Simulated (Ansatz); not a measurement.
# MgH2 (Pbcn): the host for defect calculations, part 2 of 2

Aim: the runs on the perfect crystal MgH2 (Pbcn) that a defect calculation needs first.

Ansatz 0.2.0; plane-wave PAW DFT, PBEsol; relaxation of the host's cell and atoms; PAW set soft_1 (the session's first sound run).

So far. Step 3 (Dielectric tensors of the host): The principal values of the electronic dielectric tensor are 4.22, 4.33 and 4.33. The principal values of the static dielectric tensor are 11.39, 11.82 and 11.84. The relaxed cell has a, b, c = 4.476, 5.393, 4.894 Å (conventional setting).

### Step 4. Primitive cell on a dense mesh

A dense mesh gives the host's converged energy, against which the supercell's sampling is tested.

This step: plane-wave PAW DFT, PBEsol; single point of the host's primitive cell on a dense mesh; PAW set soft_1 (Ansatz 0.2.0).

The input, dense/input.yaml:

```yaml
crystal:
  lattice:
    - [4.4758977295, 0.0, 0.0]
    - [0.0, 5.3932066099, 0.0]
    - [0.0, 0.0, 4.8943374802]
  atoms:
    - { symbol: Mg, position: [0.5, 0.830459042, 0.75] }
    - { symbol: Mg, position: [0.0, 0.669540958, 0.25] }
    - { symbol: Mg, position: [0.5, 0.169540958, 0.25] }
    - { symbol: Mg, position: [0.0, 0.330459042, 0.75] }
    - { symbol: H, position: [0.7300095437, 0.8939422732, 0.4211105285] }
    - { symbol: H, position: [0.2300095437, 0.6060577268, 0.5788894715] }
    - { symbol: H, position: [0.7699904563, 0.6060577268, 0.9211105285] }
    - { symbol: H, position: [0.2699904563, 0.8939422732, 0.0788894715] }
    - { symbol: H, position: [0.7300095437, 0.1060577268, 0.9211105285] }
    - { symbol: H, position: [0.2300095437, 0.3939422732, 0.0788894715] }
    - { symbol: H, position: [0.7699904563, 0.3939422732, 0.4211105285] }
    - { symbol: H, position: [0.2699904563, 0.1060577268, 0.5788894715] }
basis:
  ecutwfc: 420
  xc_grid: 2
hamiltonian:
  xc: pbesol
  pseudopotentials: { kind: paw, azcp: { folder: soft_1 }, xc_functional: pbe }
kpoints:
  mp_grid: { grid: [6, 5, 6] }
scf:
  occupations: { method: fermi_dirac, width: 0.01 }
  max_iter: 80
```

Started as:

```console
$ ansatz run input.yaml --threads 4 --pin off --max-ram 15073MiB --backend cpu --events-out ev --progress --plain --runs-dir out
```

Numbers of over 12 decimals in the logs are rounded to 6 here.

What it wrote:

```text
[...]
Crystal: 12 atoms, lattice volume = 118.147 Å³
Basis set: ecut = 420 eV, 2297 PW (Γ), exchange–correlation on 60×80×72 points (8 copies of the dense FFT grid, shifted against one another)
Bands: 36, of which v1, the nominal top of the filled ones, is band 24 counted from 1 (23 counted from 0)
Symmetry: 8 space group operations
[...]
k-points: 48 of 180
[...]
SCF iter   1: F=—  HF=-7777.545978 eV  |F-HF|=—  |Δ(HF+E_count)|=         —  Δρ=7.37e-2  dr2=5.67e0  ethr=3.10e-3  ⟨swp⟩=6.5  Hψ=7916  notcnv=0  defer=47
[...]
SCF iter   7: F=-7775.606558 eV  HF=-7775.606558 eV  |F-HF|=2.18e-9  |Δ(HF+E_count)|=   1.48e-7  Δρ=2.64e-6  dr2=4.75e-9  ethr=2.46e-10  ⟨swp⟩=2.6  Hψ=2993  notcnv=0
SCF 1 converged in 7 iterations: F = -7775.606558 eV  dr2 = 4.75e-9
[...]
SCF converged after 7 iterations
Free energy (F): -7775.606558 eV
[...]
Internal energy: -7775.606558 eV  (E = F + TS)
E sigma→0 (E₀):  -7775.606558 eV
Fermi energy:    3.997590 eV
[...]
```

The job ended after 1.6 s (4 threads of Arm Neoverse V2, shared host; peak memory 0.45 GiB; 6 s of CPU time).

### Step 5. Self-consistent run

This step: plane-wave PAW DFT, PBEsol; single point of the defect-free supercell, a test of its k-points; PAW set soft_1 (Ansatz 0.2.0).

System of this step: MgH2 (Pbcn). Symmetry: Pbcn, No. 60, orthorhombic system. The conventional cell has a = 4.476 Å, b = 5.393 Å, c = 4.894 Å, α = 90.00°, β = 90.00°, γ = 90.00°. Nearest to Mg lie 6 H at 1.90 to 1.99 Å. Nearest to H lie 3 Mg at 1.90 to 1.99 Å. Farther neighbours are not listed.

The input, pristine.sampling/input.yaml:

```yaml
crystal:
  lattice:
    - [0.0, 5.3932066099, 4.8943374802]
    - [4.4758977295, 0.0, 4.8943374802]
    - [4.4758977295, 5.3932066099, 0.0]
  atoms:
    - { symbol: Mg, position: [0.040229521, 0.709770479, 0.790229521] }
    - { symbol: Mg, position: [0.540229521, 0.209770479, 0.290229521] }
    - { symbol: Mg, position: [0.459770479, 0.790229521, 0.209770479] }
    - { symbol: Mg, position: [0.959770479, 0.290229521, 0.709770479] }
    - { symbol: Mg, position: [0.459770479, 0.790229521, 0.709770479] }
    - { symbol: Mg, position: [0.959770479, 0.290229521, 0.209770479] }
    - { symbol: Mg, position: [0.040229521, 0.709770479, 0.290229521] }
    - { symbol: Mg, position: [0.540229521, 0.209770479, 0.790229521] }
    - { symbol: H, position: [0.292521629, 0.1285888995, 0.6014206442] }
    - { symbol: H, position: [0.792521629, 0.6285888995, 0.1014206442] }
    - { symbol: H, position: [0.4774688273, 0.1014206442, 0.1285888995] }
    - { symbol: H, position: [0.9774688273, 0.6014206442, 0.6285888995] }
    - { symbol: H, position: [0.3785888995, 0.542521629, 0.2274688273] }
    - { symbol: H, position: [0.8785888995, 0.042521629, 0.7274688273] }
    - { symbol: H, position: [0.3514206442, 0.7274688273, 0.542521629] }
    - { symbol: H, position: [0.8514206442, 0.2274688273, 0.042521629] }
    - { symbol: H, position: [0.1485793558, 0.7725311727, 0.957478371] }
    - { symbol: H, position: [0.6485793558, 0.2725311727, 0.457478371] }
    - { symbol: H, position: [0.1214111005, 0.957478371, 0.2725311727] }
    - { symbol: H, position: [0.6214111005, 0.457478371, 0.7725311727] }
    - { symbol: H, position: [0.0225311727, 0.3985793558, 0.3714111005] }
    - { symbol: H, position: [0.5225311727, 0.8985793558, 0.8714111005] }
    - { symbol: H, position: [0.207478371, 0.3714111005, 0.8985793558] }
    - { symbol: H, position: [0.707478371, 0.8714111005, 0.3985793558] }
basis:
  ecutwfc: 420
  xc_grid: 2
hamiltonian:
  xc: pbesol
  pseudopotentials: { kind: paw, azcp: { folder: soft_1 }, xc_functional: pbe }
kpoints:
  mp_grid: { grid: [1, 1, 1], shift: [0.25, 0.25, 0.25] }
scf:
  occupations: { method: fermi_dirac, width: 0.01 }
  max_iter: 80
```

What it wrote:

```text
[...]
Crystal: 24 atoms, lattice volume = 236.293 Å³
Basis set: ecut = 420 eV, 4601 PW (Γ), exchange–correlation on 100×90×96 points (8 copies of the dense FFT grid, shifted against one another)
Bands: 72, of which v1, the nominal top of the filled ones, is band 48 counted from 1 (47 counted from 0)
Symmetry: 4 space group operations
k-points: 1
[...]
SCF iter   1: F=—  HF=-15556.456218 eV  |F-HF|=—  |Δ(HF+E_count)|=         —  Δρ=7.02e-2  dr2=1.03e1  ethr=3.10e-3  ⟨swp⟩=6.0  Hψ=297  notcnv=0  defer=9
[...]
SCF iter   7: F=-15552.952982 eV  HF=-15552.952982 eV  |F-HF|=2.28e-9  |Δ(HF+E_count)|=   2.29e-9  Δρ=2.38e-6  dr2=8.15e-9  ethr=2.46e-10  ⟨swp⟩=2.0  Hψ=107  notcnv=0
SCF 1 converged in 7 iterations: F = -15552.952982 eV  dr2 = 8.15e-9
[...]
SCF converged after 7 iterations
Free energy (F): -15552.952982 eV
[...]
Internal energy: -15552.952982 eV  (E = F + TS)
E sigma→0 (E₀):  -15552.952982 eV
Fermi energy:    4.186119 eV
[...]
```

Wall time 0.39 s (4 threads); peak memory 0.37 GiB; 1.1 s of CPU time.

This step gave:

| Item | Value |
| --- | --- |
| energy over dense mesh | -0.07249 eV/atom |

### Step 6. Defect free supercell relaxed from its symmetric sites

This cell, the one that will hold the defects, is built from the relaxed host. Its coarser k-points can move the atoms a little, so it is relaxed from the symmetric sites, as the reference for the test of stability.

This step: plane-wave PAW DFT, PBEsol; relaxation of the defect-free supercell from its symmetric sites; PAW set soft_1 (Ansatz 0.2.0).

pristine.symmetric/input.yaml, as its differences from pristine.sampling/input.yaml of step 5:

```diff
@@ -37,3 +37,3 @@
 kpoints:
-  mp_grid: { grid: [1, 1, 1], shift: [0.25, 0.25, 0.25] }
+  mp_grid: { grid: [2, 2, 2], shift: [0.5, 0.5, 0.5] }
 scf:
@@ -41 +41,12 @@
   max_iter: 80
+output:
+  forces: true
+relax:
+  f_tol: 0.01
+  max_steps: 60
+  escape_saddle: false
+checkpoint:
+  write: "../pristine.symmetric.run"
+  compress: false
+  write_wavefunctions: false
+  write_every: 100000
```

What it wrote:

```text
[...]
Warning: crystal.symmetry: narrowed to the stabiliser of the k-point mesh — unitary ops 16 → 4; [...]
[...]
Crystal: 24 atoms, lattice volume = 236.293 Å³
Basis set: ecut = 420 eV, 4601 PW (Γ), exchange–correlation on 100×90×96 points (8 copies of the dense FFT grid, shifted against one another)
Bands: 72, of which v1, the nominal top of the filled ones, is band 48 counted from 1 (47 counted from 0)
Symmetry: 4 space group operations
k-points: 4 of 8
[...]
SCF iter   1: F=—  HF=-15555.096418 eV  |F-HF|=—  |Δ(HF+E_count)|=         —  Δρ=7.37e-2  dr2=1.13e1  ethr=3.10e-3  ⟨swp⟩=6.0  Hψ=1192  notcnv=0  defer=40
[...]
SCF iter   6: F=-15551.218806 eV  HF=-15551.218806 eV  |F-HF|=1.56e-8  |Δ(HF+E_count)|=   9.08e-6  Δρ=1.73e-5  dr2=7.81e-7  ethr=2.60e-9  ⟨swp⟩=4.0  Hψ=752  notcnv=0
SCF 1 converged in 6 iterations: F = -15551.218806 eV  dr2 = 7.81e-7
[...]
relax step   1: F+E_penalty+E_count = -15551.21880580 eV  Δ(F+E_penalty+E_count) = +0.000e0 eV  max|allowed force component| = 4.999e-3 eV/Å  Δτ_max = 0.0000 Å  (6 SCF iters, dr2 threshold 2.50e-6 eV, accepted)
[...]
SCF iter   3: F=-15551.218806 eV  HF=-15551.218806 eV  |F-HF|=1.53e-8  |Δ(HF+E_count)|=   1.52e-7  Δρ=2.64e-6  dr2=2.65e-8  ethr=1.04e-10  ⟨swp⟩=2.8  Hψ=810  notcnv=0
SCF 2 converged in 3 iterations: F = -15551.218806 eV  dr2 = 2.65e-8
relax step   2: F+E_penalty+E_count = -15551.21880600 eV  Δ(F+E_penalty+E_count) = -2.078e-7 eV  max|allowed force component| = 4.999e-3 eV/Å  Δτ_max = 0.0000 Å  (3 SCF iters, accepted)
SCF converged after 3 iterations
Free energy (F): -15551.218806 eV
[...]
Internal energy: -15551.218806 eV  (E = F + TS)
E sigma→0 (E₀):  -15551.218806 eV
Fermi energy:    4.068389 eV
[...]
--- Forces (eV/Å), atoms counted from 1 ---
  atom   1  Mg    -0.00067789     0.00002287     0.00029633
  atom   2  Mg    -0.00067789     0.00002287     0.00029633
  atom   3  Mg     0.00033646     0.00283893     0.00016665
  atom   4  Mg     0.00033646     0.00283893     0.00016665
  atom   5  Mg     0.00067789    -0.00002287    -0.00029633
  atom   6  Mg     0.00067789    -0.00002287    -0.00029633
  atom   7  Mg    -0.00033646    -0.00283893    -0.00016665
  atom   8  Mg    -0.00033646    -0.00283893    -0.00016665
  atom   9  H     -0.00089215    -0.00061489     0.00088419
  atom  10  H     -0.00089215    -0.00061489     0.00088419
  atom  11  H     -0.00354979    -0.00060302     0.00121186
  atom  12  H     -0.00354979    -0.00060302     0.00121186
  atom  13  H      0.00351980    -0.00499858     0.00123083
  atom  14  H      0.00351980    -0.00499858     0.00123083
  atom  15  H      0.00112804     0.00022143     0.00085896
  atom  16  H      0.00112804     0.00022143     0.00085896
  atom  17  H     -0.00112804    -0.00022143    -0.00085896
  atom  18  H     -0.00112804    -0.00022143    -0.00085896
  atom  19  H     -0.00351980     0.00499858    -0.00123083
  atom  20  H     -0.00351980     0.00499858    -0.00123083
  atom  21  H      0.00354979     0.00060302    -0.00121186
  atom  22  H      0.00354979     0.00060302    -0.00121186
  atom  23  H      0.00089215     0.00061489    -0.00088419
  atom  24  H      0.00089215     0.00061489    -0.00088419
  max |Σ_I F_I| component: 2.28e-18 eV/Å
--- Relaxed structure (2 steps of the walk, 2 accepted, 0 SCFs on fresh bases) ---
  F+E_penalty+E_count = -15551.21880600 eV   max|allowed force component| = 4.999e-3 eV/Å
  atoms:
    - { symbol: Mg, position: [0.040230, 0.709770479, 0.790230] }
    - { symbol: Mg, position: [0.540229521, 0.209770479, 0.290229521] }
    - { symbol: Mg, position: [0.459770, 0.790230, 0.209770] }
    - { symbol: Mg, position: [0.959770, 0.290230, 0.709770479] }
    - { symbol: Mg, position: [0.459770479, 0.790229521, 0.709770] }
    - { symbol: Mg, position: [0.959770, 0.290230, 0.209770] }
    - { symbol: Mg, position: [0.040230, 0.709770479, 0.290229521] }
    - { symbol: Mg, position: [0.540229521, 0.209770479, 0.790230] }
    - { symbol: H, position: [0.292521629, 0.1285888995, 0.6014206442] }
    - { symbol: H, position: [0.792522, 0.6285888995, 0.101421] }
    - { symbol: H, position: [0.4774688273, 0.101421, 0.128589] }
    - { symbol: H, position: [0.977469, 0.601421, 0.628589] }
    - { symbol: H, position: [0.378589, 0.542522, 0.227469] }
    - { symbol: H, position: [0.8785888995, 0.042522, 0.727469] }
    - { symbol: H, position: [0.351421, 0.7274688273, 0.542521629] }
    - { symbol: H, position: [0.8514206442, 0.227469, 0.042522] }
    - { symbol: H, position: [0.148579, 0.772531, 0.957478] }
    - { symbol: H, position: [0.648579, 0.272531, 0.457478] }
    - { symbol: H, position: [0.121411, 0.957478371, 0.272531] }
    - { symbol: H, position: [0.6214111005, 0.457478, 0.772531] }
    - { symbol: H, position: [0.022531, 0.3985793558, 0.3714111005] }
    - { symbol: H, position: [0.5225311727, 0.8985793558, 0.871411] }
    - { symbol: H, position: [0.207478, 0.3714111005, 0.898579] }
    - { symbol: H, position: [0.707478371, 0.871411, 0.398579] }
```

It took 1.1 s on 4 threads; peak memory 0.57 GiB.

Hardly anything moved in the relaxation; the energy changed by under 0.2 meV an atom.

### Step 7. Defect free supercell relaxed from displaced atoms

This step: plane-wave PAW DFT, PBEsol; relaxation of the defect-free supercell from random displacements, a test of the host's stability; PAW set soft_1 (Ansatz 0.2.0).

pristine.rattled/input.yaml, as its differences from pristine.symmetric/input.yaml of step 6:

```diff
@@ -45,6 +45,6 @@
   f_tol: 0.01
-  max_steps: 60
-  escape_saddle: false
+  max_steps: 120
+  random_displacement: { amplitude: 0.08, seed: 8712 }
 checkpoint:
-  write: "../pristine.symmetric.run"
+  write: "../pristine.rattled.run"
   compress: false
```

What it wrote:

```text
[...]
Crystal: 24 atoms, lattice volume = 236.293 Å³
Basis set: ecut = 420 eV, 4601 PW (Γ), exchange–correlation on 100×90×96 points (8 copies of the dense FFT grid, shifted against one another)
Bands: 72, of which v1, the nominal top of the filled ones, is band 48 counted from 1 (47 counted from 0)
Symmetry: 1 space group operations
k-points: 4 of 8 (time reversal used)
[...]
SCF iter   1: F=—  HF=-15554.862034 eV  |F-HF|=—  |Δ(HF+E_count)|=         —  Δρ=7.40e-2  dr2=1.15e1  ethr=3.10e-3  ⟨swp⟩=6.0  Hψ=1193  notcnv=0  defer=41
[...]
SCF iter   6: F=-15550.914936 eV  HF=-15550.914936 eV  |F-HF|=4.18e-7  |Δ(HF+E_count)|=   1.14e-5  Δρ=1.94e-5  dr2=1.07e-6  ethr=2.60e-9  ⟨swp⟩=4.0  Hψ=880  notcnv=0
SCF 1 converged in 6 iterations: F = -15550.914936 eV  dr2 = 1.07e-6
[...]
relax step   1: F+E_penalty+E_count = -15550.91493613 eV  Δ(F+E_penalty+E_count) = +0.000e0 eV  max|allowed force component| = 6.719e-1 eV/Å  Δτ_max = 0.0000 Å  (6 SCF iters, dr2 threshold 2.50e-6 eV, accepted)
[...]
relax step   2: F+E_penalty+E_count = -15551.11274476 eV  Δ(F+E_penalty+E_count) = -1.978e-1 eV  max|allowed force component| = 4.151e-1 eV/Å  Δτ_max = 0.1763 Å  (5 SCF iters, dr2 threshold 2.82e-5 eV, accepted)
relax step   3: F+E_penalty+E_count = -15551.21848340 eV  Δ(F+E_penalty+E_count) = -1.057e-1 eV  max|allowed force component| = 9.666e-3 eV/Å  Δτ_max = 0.0892 Å  (5 SCF iters, dr2 threshold 1.08e-5 eV, accepted)
[...]
SCF iter   3: F=-15551.218483 eV  HF=-15551.218483 eV  |F-HF|=1.48e-9  |Δ(HF+E_count)|=   2.74e-8  Δρ=1.16e-6  dr2=4.24e-9  ethr=1.04e-10  ⟨swp⟩=4.0  Hψ=751  notcnv=0
SCF 4 converged in 3 iterations: F = -15551.218483 eV  dr2 = 4.24e-9
relax step   4: F+E_penalty+E_count = -15551.21848346 eV  Δ(F+E_penalty+E_count) = -6.200e-8 eV  max|allowed force component| = 9.538e-3 eV/Å  Δτ_max = 0.0000 Å  (3 SCF iters, accepted)
SCF converged after 3 iterations
Free energy (F): -15551.218483 eV
[...]
Internal energy: -15551.218483 eV  (E = F + TS)
E sigma→0 (E₀):  -15551.218483 eV
Fermi energy:    4.068612 eV
[...]
--- Forces (eV/Å), atoms counted from 1 ---
  atom   1  Mg     0.00347961     0.00058748    -0.00194020
  atom   2  Mg    -0.00810311     0.00140904     0.00154533
  atom   3  Mg     0.00222437     0.00109364    -0.00209572
  atom   4  Mg    -0.00624981     0.00732763     0.00326509
  atom   5  Mg     0.00252630     0.00177676    -0.00016359
  atom   6  Mg     0.00156014    -0.00389582     0.00072786
  atom   7  Mg    -0.00772955     0.00754122    -0.00417865
  atom   8  Mg    -0.00119170    -0.00329843     0.00626402
  atom   9  H     -0.00496171    -0.00508421     0.00083942
  atom  10  H      0.00551816    -0.00183452     0.00034493
  atom  11  H      0.00120958    -0.00380758     0.00093335
  atom  12  H      0.00615504     0.00439458    -0.00102369
  atom  13  H     -0.00786917    -0.00721947     0.00359785
  atom  14  H      0.00386017     0.00326270    -0.00182725
  atom  15  H     -0.00063927     0.00128982     0.00010329
  atom  16  H     -0.00414333     0.00031903     0.00178137
  atom  17  H      0.00700977    -0.00167261    -0.00110687
  atom  18  H      0.00254407    -0.00953893     0.00165174
  atom  19  H      0.00535376     0.00285208    -0.00208991
  atom  20  H      0.00172419     0.00365567     0.00432558
  atom  21  H      0.00227087    -0.00467852    -0.00659808
  atom  22  H     -0.00238946     0.00002896     0.00411161
  atom  23  H     -0.00066023     0.00445222    -0.00374405
  atom  24  H     -0.00149601     0.00102396    -0.00472566
  max |Σ_I F_I| component: 1.53e-5 eV/Å
--- Relaxed structure (4 steps of the walk, 4 accepted, 0 SCFs on fresh bases) ---
  F+E_penalty+E_count = -15551.21848346 eV   max|allowed force component| = 9.538e-3 eV/Å
  atoms:
    - { symbol: Mg, position: [0.040012, 0.710088, 0.790533] }
    - { symbol: Mg, position: [0.539021, 0.210635, 0.291869] }
    - { symbol: Mg, position: [0.459854, 0.790253, 0.210632] }
    - { symbol: Mg, position: [0.958727, 0.290963, 0.710901] }
    - { symbol: Mg, position: [0.459390, 0.790422, 0.710561] }
    - { symbol: Mg, position: [0.959652, 0.290400, 0.210797] }
    - { symbol: Mg, position: [0.039401, 0.710958, 0.290684] }
    - { symbol: Mg, position: [0.539580, 0.209546, 0.791551] }
    - { symbol: H, position: [0.291692, 0.129163, 0.603319] }
    - { symbol: H, position: [0.792605, 0.628553, 0.101953] }
    - { symbol: H, position: [0.477927, 0.101195, 0.129421] }
    - { symbol: H, position: [0.977001, 0.602037, 0.628870] }
    - { symbol: H, position: [0.377293, 0.543085, 0.229970] }
    - { symbol: H, position: [0.878387, 0.043049, 0.727481] }
    - { symbol: H, position: [0.350996, 0.728231, 0.543207] }
    - { symbol: H, position: [0.850324, 0.228286, 0.043799] }
    - { symbol: H, position: [0.148690, 0.771928, 0.958057] }
    - { symbol: H, position: [0.648943, 0.271680, 0.458794] }
    - { symbol: H, position: [0.121795, 0.957759, 0.272406] }
    - { symbol: H, position: [0.620761, 0.457469, 0.773404] }
    - { symbol: H, position: [0.022926, 0.398972, 0.371953] }
    - { symbol: H, position: [0.521609, 0.898522, 0.872912] }
    - { symbol: H, position: [0.207064, 0.371857, 0.899186] }
    - { symbol: H, position: [0.706764, 0.872193, 0.399540] }
```

It took 4 s on 4 threads; peak memory 0.58 GiB.

Step by step:

```
step  energy less that of the first step (eV)  largest force component (eV/Å)
   1                                   0.0000                          0.6719
   2                                  -0.1978                          0.4151
   3                                  -0.3035                          0.0097
   4                                  -0.3035                          0.0095
```

The relaxed structure:

```xyz
24
Lattice="0.0000 5.3932 4.8943 4.4759 0.0000 4.8943 4.4759 5.3932 0.0000" Properties=species:S:1:pos:R:3 pbc="T T T"
Mg    6.7166    4.4793    3.6712
Mg    2.2492    4.4812    3.6691
Mg    4.4799    3.6161    6.1184
Mg    4.4842    9.0047    6.1164
Mg    6.7182    6.3098    6.1170
Mg    2.2433    6.3125    6.1182
Mg    4.4832    1.7802    3.6725
Mg    4.4808    7.1791    3.6665
H     3.2785    4.8270    2.0598
H     3.2697    4.8245    6.9556
H     1.0322    3.2756    2.8344
H     5.5094    8.6608    7.7283
H     3.4601    3.2751    4.5046
H     3.4488    8.6608    4.5098
H     5.6908    4.8226    5.2821
H     1.2178    4.8222    5.2791
H     7.7432    5.9689    4.5058
H     3.2695    5.9743    4.5058
H     5.5061    2.1260    5.2837
H     5.5093    7.5190    5.2772
H     3.4506    2.1297    2.0649
H     7.9288    7.5209    6.9506
H     5.6891    5.9662    2.8334
H     5.6921    5.9665    7.7279
```

The relaxation ends 13 meV an atom lower than the displaced start, with a largest force component of 0.0095 eV/Å.

### Step 8. Results

```yaml
primitive_cell_vectors_lengths: 4.476, 5.393, 4.894 Å
electronic_dielectric_constant: principal values (4.22, 4.33, 4.33)
static_dielectric_constant: principal values (11.39, 11.82, 11.84)
gap_on_the_k_mesh_of_the_response_run_pbesol: 3.41 eV
supercell_relaxed_in_its_symmetry_less_the_displaced_and_relaxed_one: 0.000 eV
energy_an_atom_at_one_point_at_less_that_on_the_dense_mesh: -0.072 eV
```

**Reading.** Step 7: The energy fell by 0.304 eV from the randomly displaced start; against the sites as typed, H13 ends farthest off, by 0.01 Å, once the mean shift is taken out. The displaced cell ends within 0.01 eV of the symmetric one relaxed in its symmetry, so no lower structure shows in this supercell. The k-mesh can miss the band edges, so this gap is an upper bound at this level. All at zero temperature.

[Logs are printed without paths, hosts, clocks, repeated set-up lines and the standing remarks that a program may print on its own settings, such as how far it seeks lower states.]

[Hosts, paths, dates, database ids (printed as entryN), source tags and the programs' standing remarks are cut or masked in the printed files.]

[Runs of the host that timed out are not shown.]

[For some hosts the program warned that the k-mesh of the response run may be too coarse for force constants and the static dielectric constant; such warnings are not always shown.]
